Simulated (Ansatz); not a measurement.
# V: the change of pressure with volume scale

Results calculated with Ansatz 0.2.0, not measured. Periodic Kohn-Sham DFT of a crystal at fixed atoms, scaled to volume_scale times the given cell; pressure positive in compression, energy less spherical unpolarised free atoms, largest_vzz the field gradient of largest size among the nuclei.

The cell before it is scaled or strained (space group Im-3m, No. 229):
```
CELL_PARAMETERS angstrom
-1.51300 1.51300 1.51300
1.51300 -1.51300 1.51300
1.51300 1.51300 -1.51300
ATOMIC_POSITIONS crystal
V 0.00000 0.00000 0.00000
```

Settings of every row: method all-electron PAW; functional PBE; relativity scalar; k mesh 19x19x19; filling fermi-dirac; smearing width 0.03 eV; nucleus gaussian.

Atom:
| element | start moment (bohr magneton) |
| --- | --- |
| V | 1.5 |

| row | volume scale | V (Å³/atom) | pressure (GPa) |
| --- | --- | --- | --- |
| 1 | 0.94 | 13.023 | 6.148 |
| 2 | 0.96 | 13.3 | 1.991 |
| 3 | 0.98 | 13.577 | -1.766 |
| 4 | 0.99 | 13.716 | -3.508 |
| 5 | 1 | 13.854 | -5.166 |
| 6 | 1.01 | 13.993 | -6.744 |
| 7 | 1.02 | 14.131 | -8.245 |
| 8 | 1.04 | 14.408 | -11.033 |
| 9 | 1.06 | 14.685 | ? |

Cell moment is 0 bohr magneton in every row.

Question: what pressure should row 9 give?

Worked fit of pressure. Take u = (V_r/V)^(2/3) − 1 with V_r = 13.785 Å³ an atom, which is twice the finite (Eulerian) strain; such expansions in the strain, on which the Birch-Murnaghan equation of state is built, carry the rest volume and the bulk modulus. The shown rows have u = 0.03864, 0.02417, 0.01019, 0.00335, -0.00332, -0.00993, -0.01639, -0.02904. Least squares give pressure = −4.3487 + 247.363 × u + 606.94 × u² + 552 × u³ GPa; a parabola predicts inner rows, each left out in turn, worse (root mean square 0.0067 against 0.0041 GPa). The rows lie off it by 0.001, -0.001, -0.002, 0.005, -0.003, 0.002, -0.003, 0.001 (root mean square 0.0026 GPa). The pressure vanishes at u = 0.0169, or V = 13.44 Å³ an atom, and there the bulk modulus at fixed shape and fractions is B = −V dP/dV = (2/3)(1 + u) dP/du = 182 GPa. The withheld row has u = -0.04129, so the fit gives −4.3487 + 247.363 × (-0.04129) + 606.94 × (-0.04129)² + 552 × (-0.04129)³ = -13.566 GPa.

The calculation gave -13.556 GPa. The fit lies 0.010 GPa (0.051 % of the column's range) below it; its largest miss of a shown row is 0.005 GPa. This row lies beyond the range of the fit.
